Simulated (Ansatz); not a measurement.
# Ti (Im-3m) in Ansatz: notebook

Runs on Ti. Level: PBE. Tasks: single point.

All numbers are computed with Ansatz 0.2.0; they aren't measurements. Logs are shortened: lines on timing, memory, paths and dates and some standing lists are left out, and cuts for length are marked.

## (1) Starting point

Symmetry: Im-3m, No. 229, cubic system. Conventional cell: a = 3.282 Å, b = 3.282 Å, c = 3.282 Å, α = 90.00°, β = 90.00°, γ = 90.00°. Around Ti (site symmetry m-3m) lie 8 Ti at 2.84 Å.

This isn't the form of Ti at room conditions, which is hcp.

## (2) Single point, PBE

input.yaml reads:

```yaml
crystal:
  lattice:
    - [-1.641, 1.641, 1.641]
    - [1.641, -1.641, 1.641]
    - [1.641, 1.641, -1.641]
  atoms:
    - { symbol: Ti, position: [0.0, 0.0, 0.0] }
hamiltonian:
  xc: pbe
  pseudopotentials: { kind: paw }
kpoints:
  mp_grid: { grid: [11, 11, 11] }
scf:
  occupations: { method: gaussian, width: 0.021 }
output:
  forces: true
  stress: true
  eigenvalues: true
  write_density: true
  write_potential: true
  elf: true
  volumetric_format: npy
```

Potentials or basis: Ansatz PAW.

On the command line:

```
$ ansatz run input.yaml --threads 2 --pin off --max-ram 5632MiB --backend cpu --events-out ev --progress --plain --runs-dir out
```

Standard output:

```text
Warning: RAYON_NUM_THREADS=2 ignored (pool sized by the plan → 2); use --threads N
Engine: ansatz 0.2.0, x86_64-unknown-linux-gnu
Pseudopotentials: kind: paw
Pseudopotential: Ti, paw, valence charge 12, recommended cutoff 420 eV (normal), Ti.paw.azcp
Functional definition: PBE
  parameter kappa = 0.804
  parameter beta = 0.06672455060314922
  exchange = pbe_x(kappa = kappa, mu = beta*pi^2/3)
  correlation = pbe_c(beta = beta)
Crystal: 1 atoms, lattice volume = 17.676 Å³
Basis set: ecut = 420 eV, 369 PW (Γ), exchange–correlation on 40×40×40 points (8 copies of the dense FFT grid, shifted against one another)
Bands: 10, of which v1, the nominal top of the filled ones, is band 6 counted from 1 (5 counted from 0)
Symmetry: 48 space group operations
Space group: Im-3m (ITA 229), of the structure as read, at distance tolerance 2.6e-5 Å
k-points: 56 of 1331
Non-local potential: Ti, projectors of the file, l = 0: 3, l = 1: 2, l = 2: 3, l = 3: 1
PAW form: soft (Blöchl's): semilocal exchange-correlation on the pseudo side does not see the compensation charge
PAW one-centre angular grid: Ti, 590 points (default); XC on 64 Gauss nodes
Initial density: superposition of atomic densities (neutral atoms: chi_scale 0, normalization atom), corrected by the library's trained network
Initial wavefunctions: pseudopotential atomic-orbital guess
Functional: x = pbe(κ = 0.804, μ = 0.2195149727645171), c = pbe(β = 0.06672455060314922)
SCF iter   1: F=—  HF=-2499.548118 eV  |F-HF|=—  |Δ(HF+E_count)|=         —  Δρ=3.33e-3  dr2=2.15e-3  ethr=1.77e-3  ⟨swp⟩=4.4  Hψ=2950  notcnv=0
preconditioner: auto → none  [metal: Δε(μ)=0.008 eV  Ē_g=4.042 eV  σ=0.021 eV  W_gap=0.22  n_scr=0 (ndim 8)  ℏωp=17.7 eV  f_vac=0.000  D(μ)=4.78/eV (n_scr^D=86)]
SCF iter   2: F=—  HF=-2499.547652 eV  |F-HF|=—  |Δ(HF+E_count)|=   4.66e-4  Δρ=1.92e-3  dr2=4.07e-4  ethr=1.79e-5  ⟨swp⟩=2.9  Hψ=1456  notcnv=0  defer=13
SCF iter   3: F=—  HF=-2499.547539 eV  |F-HF|=—  |Δ(HF+E_count)|=   1.13e-4  Δρ=6.33e-4  dr2=2.51e-5  ethr=3.39e-6  ⟨swp⟩=3.0  Hψ=1090  notcnv=0  defer=13
SCF iter   4: F=—  HF=-2499.547554 eV  |F-HF|=—  |Δ(HF+E_count)|=   1.49e-5  Δρ=8.47e-5  dr2=3.56e-7  ethr=2.09e-7  ⟨swp⟩=2.0  Hψ=881  notcnv=0  defer=13
iter 5 did not close the SCF: its close was put off for the readings that it lacked (scf_convergence_deferred on its scf_iter line)
SCF iter   5: F=-2499.547555 eV  HF=-2499.547555 eV  |F-HF|=4.92e-8  |Δ(HF+E_count)|=   4.89e-7  Δρ=1.75e-5  dr2=5.89e-8  ethr=2.97e-9  ⟨swp⟩=2.0  Hψ=658  notcnv=0  defer=13
SCF iter   6: F=-2499.547555 eV  HF=-2499.547555 eV  |F-HF|=1.92e-9  |Δ(HF+E_count)|=   1.58e-8  Δρ=3.57e-6  dr2=2.38e-9  ethr=4.91e-10  ⟨swp⟩=4.8  Hψ=2605  notcnv=0
SCF 1 converged in 6 iterations: F = -2499.547555 eV  dr2 = 2.38e-9
SCF converged after 6 iterations
Free energy (F): -2499.547555 eV
Harris-Foulkes:  -2499.547555 eV  (|F-HF|=1.92e-9)
Internal energy: -2499.546373 eV  (E = F + TS)
E sigma→0 (E₀):  -2499.546964 eV
Entropy (-TS):   -0.001182 eV (-1.182 meV/atom)
Fermi energy:    12.850210 eV
--- Per-component energies (eV) ---
  E_band       = -160.027684
  E_kinetic    = 272.237025
  E_local      = -823.291403  (includes V_loc(G=0)·N_el)
  E_nonlocal   = 8.434797
  E_hartree    = 337.697768
  E_xc         = -97.261569
  E_vxc        = -121.662665  (∫ρ·V_xc dr)
  E_paw        = -1047.739608  (= ΣΔE_a)
  E_vpaw       = -171.142882  (= ΣTr[D̂ρ^β])
  E_aug_tail   = 0.000122  (compensation charges beyond the density's cutoff)
  E_ewald      = -1149.623506
  E_smearing   = -0.001182  (= −TS)
  E_closure    = 0.000000  (closes the sum)
  Σ components = -2499.547555   (vs F -2499.547555, Δ=0.00e0)
--- Forces (eV/Å), atoms counted from 1 ---
  atom   1  Ti    -0.00000000    -0.00000000     0.00000000
  max |Σ_I F_I| component: 2.16e-32 eV/Å
--- Stress (GPa, compression-positive) ---
       -2.875125       0.000000       0.000000
        0.000000      -2.875125       0.000000
       -0.000000      -0.000000      -2.875125
  P = ⅓ Tr σ = -2.8751 GPa (-28.751 kbar)
--- Band table (eV; the first three rows and the last of 56) ---
  k-point 0: bands = ["-43.6474", "-19.5388", "-19.5388", "-19.5388", "6.9634", "13.8454", "13.8454", "13.8454", "15.5702", "15.5702"]
  k-point 1: bands = ["-43.6377", "-19.5915", "-19.5551", "-19.5391", "7.2395", "13.7215", "13.8048", "14.0455", "15.4351", "15.5785"]
  k-point 2: bands = ["-43.6116", "-19.7310", "-19.5985", "-19.5398", "8.0147", "13.4055", "13.5889", "14.6143", "15.2631", "15.6145"]
  k-point 55: bands = ["-43.4407", "-19.9790", "-19.9692", "-19.9692", "10.8797", "10.8917", "16.4578", "16.4578", "16.6494", "20.5330"]
```

It took 0.39 s on 2 threads of Intel Xeon 6975P-C (Granite Rapids), shared host; peak memory 0.37 GiB.

What came out:

- Free energy: -2499.5476 eV
- Pressure: -2.9 GPa
- Band gap on the k mesh: none (metal or under the smearing width)

## (3) Single point, PBE

Edit input.yaml of step 2 so:

```diff
@@ -13,3 +13,3 @@
 scf:
-  occupations: { method: gaussian, width: 0.021 }
+  occupations: { method: gaussian, width: 0.022 }
 output:
@@ -18,5 +18 @@
   eigenvalues: true
-  write_density: true
-  write_potential: true
-  elf: true
-  volumetric_format: npy
```

Potentials or basis: Ansatz PAW.

On the command line:

```
$ ansatz run input.yaml --threads 2 --pin off --max-ram 5632MiB --backend cpu --events-out ev --progress --plain --runs-dir out
```

Standard output:

```text
Warning: RAYON_NUM_THREADS=2 ignored (pool sized by the plan → 2); use --threads N
[... 8 set-up lines as earlier in the session ...]
Crystal: 1 atoms, lattice volume = 17.676 Å³
Basis set: ecut = 420 eV, 369 PW (Γ), exchange–correlation on 40×40×40 points (8 copies of the dense FFT grid, shifted against one another)
Bands: 10, of which v1, the nominal top of the filled ones, is band 6 counted from 1 (5 counted from 0)
[... 2 set-up lines as earlier in the session ...]
k-points: 56 of 1331
[... 6 set-up lines as earlier in the session ...]
SCF iter   1: F=—  HF=-2499.548169 eV  |F-HF|=—  |Δ(HF+E_count)|=         —  Δρ=3.31e-3  dr2=2.12e-3  ethr=1.77e-3  ⟨swp⟩=4.4  Hψ=2948  notcnv=0
preconditioner: auto → none  [metal: Δε(μ)=0.008 eV  Ē_g=4.042 eV  σ=0.022 eV  W_gap=0.21  n_scr=0 (ndim 8)  ℏωp=17.7 eV  f_vac=0.000  D(μ)=4.74/eV (n_scr^D=86)]
SCF iter   2: F=—  HF=-2499.547707 eV  |F-HF|=—  |Δ(HF+E_count)|=   4.62e-4  Δρ=1.91e-3  dr2=4.00e-4  ethr=1.77e-5  ⟨swp⟩=2.9  Hψ=1461  notcnv=0  defer=13
SCF iter   3: F=—  HF=-2499.547597 eV  |F-HF|=—  |Δ(HF+E_count)|=   1.10e-4  Δρ=6.31e-4  dr2=2.48e-5  ethr=3.33e-6  ⟨swp⟩=3.0  Hψ=1090  notcnv=0  defer=13
SCF iter   4: F=—  HF=-2499.547612 eV  |F-HF|=—  |Δ(HF+E_count)|=   1.48e-5  Δρ=8.47e-5  dr2=3.60e-7  ethr=2.07e-7  ⟨swp⟩=2.0  Hψ=881  notcnv=0  defer=13
iter 5 did not close the SCF: its close was put off for the readings that it lacked (scf_convergence_deferred on its scf_iter line)
SCF iter   5: F=-2499.547612 eV  HF=-2499.547612 eV  |F-HF|=4.81e-8  |Δ(HF+E_count)|=   4.89e-7  Δρ=1.73e-5  dr2=5.78e-8  ethr=3.00e-9  ⟨swp⟩=2.0  Hψ=658  notcnv=0  defer=13
SCF iter   6: F=-2499.547612 eV  HF=-2499.547612 eV  |F-HF|=1.89e-9  |Δ(HF+E_count)|=   1.54e-8  Δρ=3.53e-6  dr2=2.35e-9  ethr=4.82e-10  ⟨swp⟩=2.5  Hψ=1868  notcnv=0
SCF 1 converged in 6 iterations: F = -2499.547612 eV  dr2 = 2.35e-9
SCF converged after 6 iterations
Free energy (F): -2499.547612 eV
Harris-Foulkes:  -2499.547612 eV  (|F-HF|=1.89e-9)
Internal energy: -2499.546328 eV  (E = F + TS)
E sigma→0 (E₀):  -2499.546970 eV
Entropy (-TS):   -0.001284 eV (-1.284 meV/atom)
Fermi energy:    12.850163 eV
--- Per-component energies (eV) ---
  E_band       = -160.030109
  E_kinetic    = 272.236178
  E_local      = -823.287337  (includes V_loc(G=0)·N_el)
  E_nonlocal   = 8.433964
  E_hartree    = 337.694893
  E_xc         = -97.261549
  E_vxc        = -121.662633  (∫ρ·V_xc dr)
  E_paw        = -1047.739093  (= ΣΔE_a)
  E_vpaw       = -171.141963  (= ΣTr[D̂ρ^β])
  E_aug_tail   = 0.000122  (compensation charges beyond the density's cutoff)
  E_ewald      = -1149.623506
  E_smearing   = -0.001284  (= −TS)
  E_closure    = 0.000000  (closes the sum)
  Σ components = -2499.547612   (vs F -2499.547612, Δ=0.00e0)
--- Forces (eV/Å), atoms counted from 1 ---
  atom   1  Ti     0.00000000    -0.00000000    -0.00000000
  max |Σ_I F_I| component: 2.05e-32 eV/Å
--- Stress (GPa, compression-positive) ---
       -2.870623       0.000000       0.000000
        0.000000      -2.870623       0.000000
        0.000000       0.000000      -2.870623
  P = ⅓ Tr σ = -2.8706 GPa (-28.706 kbar)
--- Band table (eV; the first three rows and the last of 56) ---
  k-point 0: bands = ["-43.6477", "-19.5390", "-19.5390", "-19.5390", "6.9634", "13.8453", "13.8453", "13.8453", "15.5700", "15.5700"]
  k-point 1: bands = ["-43.6380", "-19.5917", "-19.5553", "-19.5393", "7.2395", "13.7214", "13.8047", "14.0453", "15.4349", "15.5783"]
  k-point 2: bands = ["-43.6118", "-19.7312", "-19.5988", "-19.5401", "8.0147", "13.4054", "13.5888", "14.6141", "15.2629", "15.6143"]
  k-point 55: bands = ["-43.4410", "-19.9793", "-19.9695", "-19.9695", "10.8796", "10.8916", "16.4576", "16.4576", "16.6492", "20.5330"]
```

Run time: 0.29 s. Hardware: 2 threads of Intel Xeon 6975P-C (Granite Rapids), shared host; peak memory 0.36 GiB.

Results:

```
Free energy            : -2499.5476 eV
Pressure               : -2.9 GPa
Band gap on the k mesh : none (metal or under the smearing width)
```

Levels at points of the mesh, in eV from the Fermi level:
```csv
k point,band 4,band 5,band 6,band 7,band 8,band 9
"(0.00, 0.00, 0.00)",-32.39,-5.89,1.00,1.00,1.00,2.72
```

## (4) Single point, PBE

Edit input.yaml of step 3 so:

```diff
@@ -13,3 +13,3 @@
 scf:
-  occupations: { method: gaussian, width: 0.022 }
+  occupations: { method: gaussian, width: 0.023 }
 output:
```

On the command line:

```
$ ansatz run input.yaml --threads 2 --pin off --max-ram 5632MiB --backend cpu --events-out ev --progress --plain --runs-dir out
```

It took 0.31 s on 2 threads of Intel Xeon 6975P-C (Granite Rapids), shared host; peak memory 0.36 GiB.

The run converged. Its results:

```
Free energy            : -2499.5477 eV
Pressure               : -2.9 GPa
Band gap on the k mesh : none (metal or under the smearing width)
```

Levels at points of the mesh, in eV from the Fermi level:
```csv
k point,band 2,band 3,band 4,band 5,band 6,band 7,band 8,band 9,band 10
"(0.00, 0.00, 0.00)",-32.39,-32.39,-32.39,-5.89,0.99,0.99,0.99,2.72,2.72
```

## (5) Single point, PBE

Edit input.yaml of step 4 so:

```diff
@@ -13,3 +13,3 @@
 scf:
-  occupations: { method: gaussian, width: 0.023 }
+  occupations: { method: gaussian, width: 0.024 }
 output:
@@ -18 +18,5 @@
   eigenvalues: true
+  write_density: true
+  write_potential: true
+  elf: true
+  volumetric_format: npy
```

On the command line:

```
$ ansatz run input.yaml --threads 2 --pin off --max-ram 5632MiB --backend cpu --events-out ev --progress --plain --runs-dir out
```

Wall time 0.35 s (2 threads of Intel Xeon 6975P-C (Granite Rapids), shared host); peak memory 0.37 GiB.

It converged, with:

| Property | Result |
| --- | --- |
| Free energy | -2499.5477 eV |
| Pressure | -2.9 GPa |
| Band gap on the k mesh | none (metal or under the smearing width) |

Levels at points of the mesh, in eV from the Fermi level:
| k point | band 4 | band 5 | band 6 | band 7 | band 8 | band 9 |
| --- | --- | --- | --- | --- | --- | --- |
| (0.00, 0.00, 0.00) | -32.39 | -5.89 | 0.99 | 0.99 | 0.99 | 2.72 |

## (6) Single point, PBE

Edit input.yaml of step 5 so:

```diff
@@ -13,3 +13,3 @@
 scf:
-  occupations: { method: gaussian, width: 0.024 }
+  occupations: { method: gaussian, width: 0.025 }
 output:
@@ -18,5 +18 @@
   eigenvalues: true
-  write_density: true
-  write_potential: true
-  elf: true
-  volumetric_format: npy
```

Potentials or basis: Ansatz PAW.

On the command line:

```
$ ansatz run input.yaml --threads 2 --pin off --max-ram 5632MiB --backend cpu --events-out ev --progress --plain --runs-dir out
```

Wall time 0.28 s (2 threads of Intel Xeon 6975P-C (Granite Rapids), shared host); peak memory 0.36 GiB.

Results (log left out):

```
Free energy            : -2499.5478 eV
Pressure               : -2.9 GPa
Band gap on the k mesh : none (metal or under the smearing width)
```

Levels at points of the mesh, in eV from the Fermi level:
```csv
k point,band 4,band 5,band 6,band 7,band 8,band 9
"(0.00, 0.00, 0.00)",-32.39,-5.89,0.99,0.99,0.99,2.72
```

## (7) Summary

```tsv
smearing	gap on the mesh (eV)	pressure (GPa)
gaussian 0.021 eV	none	-2.9
gaussian 0.022 eV	none	-2.9
gaussian 0.023 eV	none	-2.9
gaussian 0.024 eV	none	-2.9
gaussian 0.025 eV	none	-2.9
```

Alike in all rows: task single point; level PBE; potentials or basis Ansatz PAW; no spin polarisation; cell as given; k mesh 11 × 11 × 11; cutoff (eV) 420.

Every run on the cell as given and a fine mesh finds a metal.

Absolute energies hang on the potentials; compare differences alone.
